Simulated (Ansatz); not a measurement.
Si2W under changes of volume

One of the cells (13.479 Å³/atom); the others are scaled copies at fixed shape and fractional positions:

```
W Si
1.0
    -1.60690    1.60690    3.91495
     1.60690   -1.60690    3.91495
     1.60690    1.60690   -3.91495
W Si
1 2
Direct
  0.00000 0.00000 0.00000
  0.66530 0.66530 0.00000
  0.33470 0.33470 0.00000
```

- Program: Ansatz 0.2.0
- Functional: PBEsol
- Potentials or basis: Ansatz PAW
- Cutoff: 420 eV (not typed: the program's choice for these potentials)
- k mesh: 12 × 12 × 12
- Occupations: fermi-dirac, width 0.05 eV
- Spin: no spin polarisation

```csv
volume (Å³/atom),energy over the lowest point (meV/atom),pressure (GPa),largest force (eV/Å)
12.670,28.43,14.1,0.197
12.939,9.79,8.2,0.135
13.209,0.63,2.8,0.077
13.479,0.00,-2.0,0.022
13.748,7.01,-6.3,0.029
14.018,20.86,-10.1,0.077
14.287,?,?,?
```

**Question.** What does the run at 14.287 Å³/atom give?

**Answer.** Energy over the lowest point 40.87 meV/atom; pressure -13.6 GPa; largest force 0.123 eV/Å.

Worked out: A Birch-Murnaghan fit of order 3 (a polynomial in V^(-2/3)) to the other rows has its minimum at 13.36 Å³/atom with B0 = V·E''(V) = 235 GPa and B' = 4.5 at fixed shape and positions, which overstates the stiffness. It gives 40.77 meV/atom at 14.287 Å³/atom, against the run's 40.87, and -dE/dV = -13.5 GPa, against -13.6.

Energies are extrapolated to zero smearing.

Caveats: the PAW data sets come from PBE, with cores solved anew for the run's functional, which leaves a small shift of forces and pressure.
